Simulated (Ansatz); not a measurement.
## KCl (CsCl type): zone-centre phonons and dielectric response

Perturbation theory with PBEsol in Ansatz 0.2.0 on the PBEsol cell, ground state and force constants on a 6×6×6 mesh. No spin polarisation and no zero-point or thermal motion; the cell was built from a prototype and may be hypothetical.

The symmetry is Pm-3m (No. 221, cubic); a = 3.739 Å in the conventional setting, 26.13 Å³ an atom. K is surrounded by 8 Cl at 3.24 Å; Cl is surrounded by 8 K at 3.24 Å.

```cif
data_structure
_symmetry_space_group_name_H-M 'P 1'
_symmetry_Int_Tables_number 1
_cell_length_a 3.7388
_cell_length_b 3.7388
_cell_length_c 3.7388
_cell_angle_alpha 90.000
_cell_angle_beta 90.000
_cell_angle_gamma 90.000
_cell_volume 52.26
loop_
_atom_site_label
_atom_site_type_symbol
_atom_site_fract_x
_atom_site_fract_y
_atom_site_fract_z
_atom_site_occupancy
K1 K 0.00000 0.00000 0.00000 1
Cl1 Cl 0.50000 0.50000 0.50000 1
```

Optical modes without the longitudinal term:

| ω (cm⁻¹) | degeneracy | IR intensity, summed over the level ((D/Å)²/amu) |
| --- | --- | --- |
| 113 | 3 | 5.29 |

The optical mode at Γ lies at 113 cm⁻¹ without the longitudinal term. With the long-range field the highest mode reaches 199 cm⁻¹.

The electronic dielectric tensor ε∞ is 2.68 in all directions. With the ions relaxed, ε⁰ is 8.3 in all directions. Born charges, averaged over directions: K +1.19, Cl -1.19 e.

With one polar mode in a cubic crystal the Lyddane-Sachs-Teller relation applies: (ω_LO/ω_TO)² = (199.2/113.4)² = 3.087, and ε⁰/ε∞ = 8.277/2.681 = 3.087. The refractive index √ε∞ is 1.64.

For comparison, on the r2SCAN cell the mean ε∞ is 2.49 with r2SCAN (ground state on 6×6×6; least gap 5.80 eV), 2.60 with PBE (ground state on 6×6×6; least gap 5.03 eV).
